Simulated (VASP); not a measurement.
# CdSe in VASP 6.6.1, single-point calculation

INCAR

```
ISIF = 2
LMAXMIX = 4
LCHARG = .FALSE.
ISMEAR = -1
NELM = 120
GGA = PE
EDIFF = 1E-7
NSW = 0
LDAU = .TRUE.
LREAL = .FALSE.
NBANDS = 16
IBRION = -1
LDAUJ = 0 0
LDAUTYPE = 2
LDAUL = 2 -1
SIGMA = 0.02
PREC = Accurate
LDAUU = 4.0 0
LASPH = .TRUE.
LWAVE = .FALSE.
ENCUT = 520
```

KPOINTS

```
KPOINTS created by Atomic Simulation Environment
0
Gamma
8 8 8
0 0 0
```

POSCAR

```
Cd Se
 1.0000000000000000
     0.0000000000000000    3.0677809653998871    3.0677809653998871
     3.0677809653998871    0.0000000000000000    3.0677809653998871
     3.0677809653998871    3.0677809653998871    0.0000000000000000
 Cd  Se
   1   1
Cartesian
  0.0000000000000000  0.0000000000000000 -0.0000000000000000
  1.5338904826999433  1.5338904826999433  1.5338904826999433
```

The recommended PBE PAW datasets give the neutral cell 18 valence electrons.

Command

```
mpirun -np 1 vasp_std
```

OSZICAR

```
N       E                     dE             d eps       ncg     rms          rms(c)
DAV:   1     0.107101671151E+03    0.10710E+03   -0.89300E+03   952   0.100E+03
DAV:   2    -0.965175632085E+00   -0.10807E+03   -0.10337E+03  1184   0.243E+02
DAV:   3    -0.517063395453E+01   -0.42055E+01   -0.42002E+01  1088   0.527E+01
DAV:   4    -0.518889280619E+01   -0.18259E-01   -0.18258E-01  1184   0.354E+00
DAV:   5    -0.518900645051E+01   -0.11364E-03   -0.11364E-03  1104   0.238E-01    0.700E+00
DAV:   6    -0.487123931155E+01    0.31777E+00   -0.52714E-01  1160   0.799E+00    0.514E+00
DAV:   7    -0.486242774188E+01    0.88116E-02   -0.15925E-01  1080   0.256E+00    0.207E+00
DAV:   8    -0.486565500595E+01   -0.32273E-02   -0.16708E-02  1040   0.154E+00    0.304E-01
DAV:   9    -0.486608424880E+01   -0.42924E-03   -0.18007E-03  1104   0.520E-01    0.709E-02
DAV:  10    -0.486614163223E+01   -0.57383E-04   -0.18440E-04  1176   0.172E-01    0.421E-02
DAV:  11    -0.486620482940E+01   -0.63197E-04   -0.98121E-05  1128   0.629E-02    0.155E-02
DAV:  12    -0.486620490113E+01   -0.71725E-07   -0.10581E-06  1096   0.791E-03    0.742E-03
DAV:  13    -0.486620588929E+01   -0.98816E-06   -0.24099E-06  1160   0.818E-03    0.331E-03
DAV:  14    -0.486620590313E+01   -0.13833E-07   -0.50204E-08   896   0.128E-03
   1 F= -.48662059E+01 E0= -.48662059E+01  d E =-.356800E-10
```

Standard output (part)

```
POSCAR found type information on POSCAR CdSe
 POSCAR found :  2 types and       2 ions
 LDA part: xc-table for (Slater+PW92), standard interpolation
 POSCAR, INCAR and KPOINTS ok, starting setup
 WAVECAR not read
 entering main loop
```

From OUTCAR

```
k-points           NKPTS =     29   k-points in BZ     NKDIM =     29   number of bands    NBANDS=     16

   NELECT =      18.0000    total number of electrons

   dimension x,y,z NGX =    32 NGY =   32 NGZ =   32
   dimension x,y,z NGXF=    64 NGYF=   64 NGZF=   64

  energy-cutoff  :      520.00
  volume of cell :       57.74
      direct lattice vectors                 reciprocal lattice vectors
     0.000000000  3.067780965  3.067780965    -0.162984257  0.162984257  0.162984257
     3.067780965  0.000000000  3.067780965     0.162984257 -0.162984257  0.162984257
     3.067780965  3.067780965  0.000000000     0.162984257  0.162984257 -0.162984257

 k-points in reciprocal lattice and weights: KPOINTS created by Atomic Simulation Env
   0.00000000  0.00000000  0.00000000       0.002
   0.12500000  0.00000000  0.00000000       0.016
   0.25000000  0.00000000  0.00000000       0.016
   0.37500000  0.00000000  0.00000000       0.016
   0.50000000  0.00000000  0.00000000       0.008
   0.12500000  0.12500000  0.00000000       0.012
   0.25000000  0.12500000  0.00000000       0.047
   0.37500000  0.12500000  0.00000000       0.047
   ...

 E-fermi :   0.9694

 k-point     1 :       0.0000    0.0000    0.0000
  band No.  band energies     occupation
      1     -11.6941      2.00000
      2      -8.7827      2.00000
      3      -8.7827      2.00000
      4      -8.7827      2.00000
      5      -8.4917      2.00000
      6      -8.4917      2.00000
      7       0.5876      2.00000
      8       0.5876      2.00000
      9       0.5876      2.00000
     10       1.3449      0.00000
     11       6.7269      0.00000
     12       6.7269      0.00000
     13       6.7269      0.00000
     14      10.4276      0.00000
     15      11.5152      0.00000
     16      11.5152      0.00000

 k-point     2 :       0.1250    0.0000    0.0000
  band No.  band energies     occupation
      1     -11.6596      2.00000
      2      -8.7704      2.00000
      3      -8.7704      2.00000
      4      -8.7204      2.00000
      5      -8.4923      2.00000
      6      -8.4923      2.00000
      7      -0.5485      2.00000
      8       0.4793      2.00000
      9       0.4793      2.00000
     10       2.3083      0.00000
     11       6.4871      0.00000
     12       6.9173      0.00000
     13       6.9173      0.00000
     14      10.8105      0.00000
     15      10.8105      0.00000
     16      11.1448      0.00000

 k-point     3 :       0.2500    0.0000    0.0000
  band No.  band energies     occupation
      1     -11.5809      2.00000
      2      -8.7432      2.00000
      3      -8.7432      2.00000
      4      -8.5315      2.00000
      5      -8.4907      2.00000
      6      -8.4907      2.00000
      7      -1.9348      2.00000
      8       0.2397      2.00000
      9       0.2397      2.00000
     10       3.0326      0.00000
     11       6.6614      0.00000
     12       7.1983      0.00000
     13       7.1983      0.00000
     14      10.5926      0.00000
     15      10.5926      0.00000
     16      10.7705      0.00000

 ...

  Total        0.4915736      0.4915736      0.4915736     -0.0000000      0.0000000      0.0000000
  in kB       13.6394261     13.6394261     13.6394261     -0.0000000      0.0000000      0.0000000
  external PRESSURE =      13.6394261 kB  Pullay stress =       0.0000000 kB

 POSITION                                       TOTAL-FORCE (eV/Angst)
 -----------------------------------------------------------------------------------
      0.00000      0.00000      0.00000         0.000000      0.000000      0.000000
      1.53389      1.53389      1.53389        -0.000000     -0.000000     -0.000000
 -----------------------------------------------------------------------------------
    total drift:                               -0.000000     -0.000000     -0.000000

  FREE ENERGIE OF THE ION-ELECTRON SYSTEM (eV)
  ---------------------------------------------------
  free  energy   TOTEN  =        -4.8662059031 eV

  energy  without entropy=       -4.8662059031  energy(sigma->0) =       -4.86620590
```

It converged. Results: gap between bands v and c on the k mesh 0.76 eV; least direct gap on the k mesh 0.76 eV; pressure 1.4 GPa. Band v is the last that the valence electrons fill when counted band by band, and c is the next.

For comparison, a separate PBE run of the intended cell, on usual settings and not on those above, gives a gap of 0.55 eV on its mesh and a pressure of 1.7 GPa.

The run above took about 14 s on one core of a shared host (Intel Xeon Platinum 8488C) and held 0.18 GiB at most.
